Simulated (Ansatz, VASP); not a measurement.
Two plane-wave programs on Si3Ge

```
Si Ge
1.0
     3.88810    0.00000    0.00000
     0.00000    3.88810    0.00000
     0.00000    0.00000    5.76115
Si Ge
3 1
Cartesian
  1.9440 0.0000 4.3490
  1.9440 1.9440 0.0000
  0.0000 1.9440 1.4122
  0.0000 0.0000 2.8806
```

Change from the starting cell: uniaxial_z strain +5.1%.

Alike in both runs: task single point; functional HSE06; k mesh 4 × 4 × 4; no spin polarisation.

|  | VASP | Ansatz |
| --- | --- | --- |
| version | VASP 6.6.1 | Ansatz 0.2.0 |
| potentials or method | VASP PAW PBE potentials, release 64 (Si, Ge_d) | plane waves, PAW |
| plane-wave cutoff (eV) | 520 | 420 |
| occupations | gaussian, width 0.01 eV | fixed |
| valence electrons in the cell | 26 | 26 |

```tsv
	VASP	Ansatz	Ansatz less VASP
gap on the k mesh at the Fermi level (eV)	0.79	0.78	-0.012
pressure (GPa)	-4.2	-4.0	+0.22
largest component of the traceless stress (GPa)	4.20	4.19	-0.011
rms of the force components (eV/Å)	0.014	0.011	-0.0033
```

Atom by atom the forces differ by 0.003 eV/Å (rms over components). Ansatz warned: «stress_exchange_threshold_loose».

Caveats: the PAW data sets were made with another functional, which shifts forces and pressure a little (VASP). A k mesh can miss the band edges.
